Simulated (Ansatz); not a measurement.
**Barrier of one jump, Si in Si**

The calculation used DFT PBE, scalar-relativistic, plane waves, PAW (Ansatz 0.2.0). (420 eV cutoff, 2×2×2 k-mesh, Gaussian smearing of 0.02 eV, no spin polarisation)

In a supercell of 54 host sites, Si trades places with a neighbouring Si vacancy, moving 2.13 Å between the relaxed ends. Climbing-image nudged elastic band at fixed cell with images 0 (start) to 6 (end), the path measured over all atoms, converged to 0.05 eV/Å; the order of the saddle wasn't checked, and the small cell leaves errors of about a tenth of an eV.

Start:

```yaml
crystal:
  lattice:
    - [8.20514, 0.00000, 8.20514]
    - [8.20514, 8.20514, 0.00000]
    - [0.00000, 8.20514, 8.20514]
  atoms:
    - { symbol: Si, position: [0.24583, 0.24583, 0.24583] }
    - { symbol: Si, position: [0.25025, 0.58308, 0.25025] }
    - { symbol: Si, position: [0.24583, 0.92917, 0.24583] }
    - { symbol: Si, position: [0.58308, 0.25025, 0.25025] }
    - { symbol: Si, position: [0.58308, 0.58308, 0.25025] }
    - { symbol: Si, position: [0.58324, 0.91686, 0.24970] }
    - { symbol: Si, position: [0.92917, 0.24583, 0.24583] }
    - { symbol: Si, position: [0.91686, 0.58324, 0.24970] }
    - { symbol: Si, position: [0.91686, 0.91686, 0.24970] }
    - { symbol: Si, position: [0.25025, 0.25025, 0.58308] }
    - { symbol: Si, position: [0.25025, 0.58308, 0.58308] }
    - { symbol: Si, position: [0.24970, 0.91686, 0.58324] }
    - { symbol: Si, position: [0.58308, 0.25025, 0.58308] }
    - { symbol: Si, position: [0.58345, 0.58345, 0.58345] }
    - { symbol: Si, position: [0.58345, 0.91631, 0.58345] }
    - { symbol: Si, position: [0.91686, 0.24970, 0.58324] }
    - { symbol: Si, position: [0.91631, 0.58345, 0.58345] }
    - { symbol: Si, position: [0.91686, 0.91686, 0.58324] }
    - { symbol: Si, position: [0.24583, 0.24583, 0.92917] }
    - { symbol: Si, position: [0.24970, 0.58324, 0.91686] }
    - { symbol: Si, position: [0.24970, 0.91686, 0.91686] }
    - { symbol: Si, position: [0.58324, 0.24970, 0.91686] }
    - { symbol: Si, position: [0.58345, 0.58345, 0.91631] }
    - { symbol: Si, position: [0.58324, 0.91686, 0.91686] }
    - { symbol: Si, position: [0.91686, 0.24970, 0.91686] }
    - { symbol: Si, position: [0.91686, 0.58324, 0.91686] }
    - { symbol: Si, position: [0.91667, 0.91667, 0.91667] }
    - { symbol: Si, position: [0.16672, 0.49670, 0.16672] }
    - { symbol: Si, position: [0.16672, 0.83653, 0.16672] }
    - { symbol: Si, position: [0.49670, 0.16672, 0.16672] }
    - { symbol: Si, position: [0.50003, 0.50003, 0.16657] }
    - { symbol: Si, position: [0.49670, 0.83653, 0.16672] }
    - { symbol: Si, position: [0.83653, 0.16672, 0.16672] }
    - { symbol: Si, position: [0.83653, 0.49670, 0.16672] }
    - { symbol: Si, position: [0.83337, 0.83337, 0.16656] }
    - { symbol: Si, position: [0.16672, 0.16672, 0.49670] }
    - { symbol: Si, position: [0.16657, 0.50003, 0.50003] }
    - { symbol: Si, position: [0.16672, 0.83653, 0.49670] }
    - { symbol: Si, position: [0.50003, 0.16657, 0.50003] }
    - { symbol: Si, position: [0.50003, 0.50003, 0.50003] }
    - { symbol: Si, position: [0.49977, 0.83357, 0.49977] }
    - { symbol: Si, position: [0.83653, 0.16672, 0.49670] }
    - { symbol: Si, position: [0.83357, 0.49977, 0.49977] }
    - { symbol: Si, position: [0.83357, 0.83357, 0.49977] }
    - { symbol: Si, position: [0.16672, 0.16672, 0.83653] }
    - { symbol: Si, position: [0.16672, 0.49670, 0.83653] }
    - { symbol: Si, position: [0.16656, 0.83337, 0.83337] }
    - { symbol: Si, position: [0.49670, 0.16672, 0.83653] }
    - { symbol: Si, position: [0.49977, 0.49977, 0.83357] }
    - { symbol: Si, position: [0.49977, 0.83357, 0.83357] }
    - { symbol: Si, position: [0.83337, 0.16656, 0.83337] }
    - { symbol: Si, position: [0.83357, 0.49977, 0.83357] }
    - { symbol: Si, position: [0.83337, 0.83337, 0.83337] }
```

Atom 1 jumps to (2.803, 2.803, 2.803) Å.

Question: Give the energy along the band and the structure at its top.

Answer:
| image | path (Å) | E − E(0) (eV) | Si x (Å) | Si y (Å) | Si z (Å) | force on Si (eV/Å) |
| --- | --- | --- | --- | --- | --- | --- |
| 0 | 0.00 | 0.000 | 4.034 | 4.034 | 4.034 | 0.01 |
| 1 | 0.40 | 0.063 | 3.855 | 3.855 | 3.855 | 0.25 |
| 2 | 0.81 | 0.259 | 3.643 | 3.643 | 3.643 | 0.56 |
| 3 | 1.21 | 0.418 | 3.419 | 3.419 | 3.419 | 0.00 |
| 4 | 1.62 | 0.259 | 3.194 | 3.194 | 3.194 | 0.56 |
| 5 | 2.02 | 0.063 | 2.983 | 2.983 | 2.983 | 0.25 |
| 6 | 2.43 | 0.000 | 2.803 | 2.803 | 2.803 | 0.01 |

Barrier 0.42 eV. Image 3:
```yaml
crystal:
  lattice:
    - [8.20514, 0.00000, 8.20514]
    - [8.20514, 8.20514, 0.00000]
    - [0.00000, 8.20514, 8.20514]
  atoms:
    - { symbol: Si, position: [0.20833, 0.20833, 0.20833] }
    - { symbol: Si, position: [0.24763, 0.57877, 0.24763] }
    - { symbol: Si, position: [0.25040, 0.93356, 0.25040] }
    - { symbol: Si, position: [0.57877, 0.24763, 0.24763] }
    - { symbol: Si, position: [0.58101, 0.58101, 0.24996] }
    - { symbol: Si, position: [0.58375, 0.91652, 0.24921] }
    - { symbol: Si, position: [0.93356, 0.25040, 0.25040] }
    - { symbol: Si, position: [0.91652, 0.58375, 0.24921] }
    - { symbol: Si, position: [0.91905, 0.91905, 0.25018] }
    - { symbol: Si, position: [0.24763, 0.24763, 0.57877] }
    - { symbol: Si, position: [0.24996, 0.58101, 0.58101] }
    - { symbol: Si, position: [0.24921, 0.91652, 0.58375] }
    - { symbol: Si, position: [0.58101, 0.24996, 0.58101] }
    - { symbol: Si, position: [0.58296, 0.58296, 0.58296] }
    - { symbol: Si, position: [0.58314, 0.91621, 0.58314] }
    - { symbol: Si, position: [0.91652, 0.24921, 0.58375] }
    - { symbol: Si, position: [0.91621, 0.58314, 0.58314] }
    - { symbol: Si, position: [0.91702, 0.91702, 0.58366] }
    - { symbol: Si, position: [0.25040, 0.25040, 0.93356] }
    - { symbol: Si, position: [0.24921, 0.58375, 0.91652] }
    - { symbol: Si, position: [0.25018, 0.91905, 0.91905] }
    - { symbol: Si, position: [0.58375, 0.24921, 0.91652] }
    - { symbol: Si, position: [0.58314, 0.58314, 0.91621] }
    - { symbol: Si, position: [0.58366, 0.91702, 0.91702] }
    - { symbol: Si, position: [0.91905, 0.25018, 0.91905] }
    - { symbol: Si, position: [0.91702, 0.58366, 0.91702] }
    - { symbol: Si, position: [0.91714, 0.91714, 0.91714] }
    - { symbol: Si, position: [0.16627, 0.48311, 0.16627] }
    - { symbol: Si, position: [0.16904, 0.83789, 0.16904] }
    - { symbol: Si, position: [0.48311, 0.16627, 0.16627] }
    - { symbol: Si, position: [0.49762, 0.49762, 0.16649] }
    - { symbol: Si, position: [0.50014, 0.83292, 0.16745] }
    - { symbol: Si, position: [0.83789, 0.16904, 0.16904] }
    - { symbol: Si, position: [0.83292, 0.50014, 0.16745] }
    - { symbol: Si, position: [0.83566, 0.83566, 0.16671] }
    - { symbol: Si, position: [0.16627, 0.16627, 0.48311] }
    - { symbol: Si, position: [0.16649, 0.49762, 0.49762] }
    - { symbol: Si, position: [0.16745, 0.83292, 0.50014] }
    - { symbol: Si, position: [0.49762, 0.16649, 0.49762] }
    - { symbol: Si, position: [0.49953, 0.49953, 0.49953] }
    - { symbol: Si, position: [0.49965, 0.83300, 0.49965] }
    - { symbol: Si, position: [0.83292, 0.16745, 0.50014] }
    - { symbol: Si, position: [0.83300, 0.49965, 0.49965] }
    - { symbol: Si, position: [0.83353, 0.83353, 0.50046] }
    - { symbol: Si, position: [0.16904, 0.16904, 0.83789] }
    - { symbol: Si, position: [0.16745, 0.50014, 0.83292] }
    - { symbol: Si, position: [0.16671, 0.83566, 0.83566] }
    - { symbol: Si, position: [0.50014, 0.16745, 0.83292] }
    - { symbol: Si, position: [0.49965, 0.49965, 0.83300] }
    - { symbol: Si, position: [0.50046, 0.83353, 0.83353] }
    - { symbol: Si, position: [0.83566, 0.16671, 0.83566] }
    - { symbol: Si, position: [0.83353, 0.50046, 0.83353] }
    - { symbol: Si, position: [0.83370, 0.83370, 0.83370] }
```

Cost: 1 run of about 49 core-minutes, on Intel Xeon Processor @ 2.50GHz (Skylake/Cascade Lake) (shared hosts).